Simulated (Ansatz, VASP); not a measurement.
## Ru: VASP beside Ansatz

```xyz
2
Lattice="2.6731 0.0000 0.0000 -1.3366 2.3150 0.0000 0.0000 0.0000 4.2286" Properties=species:S:1:pos:R:3 pbc="T T T"
Ru    0.0000    1.5433    1.0572
Ru    1.3366    0.7717    3.1715
```

Alike in both runs: functional LDA; k mesh 9 × 9 × 6; occupations gaussian, width 0.1 eV; no spin polarisation.

Ansatz relaxed the structure, and its values are those at the end. VASP's run is a single point on that final structure, the one shown.

|  | VASP | Ansatz |
| --- | --- | --- |
| version | VASP 6.6.1 | Ansatz 0.2.0 |
| potentials or method | VASP PAW LDA potentials, release 64 (Ru_pv) | scalar-relativistic, plane waves, PAW |
| plane-wave cutoff (eV) | 520 | 420 |
| valence electrons in the cell | 28 | 32 |

|  | VASP | Ansatz | Ansatz less VASP |
| --- | --- | --- | --- |
| gap on the k mesh at the Fermi level (eV) | none | none | - |
| pressure (GPa) | 0.9 | -0.1 | -0.92 |

A gap of «none» marks a metal or a gap that the smearing closes. The two sets of potentials don't hold the same shells in valence. Ansatz warned: «pseudo_functional_mismatch».
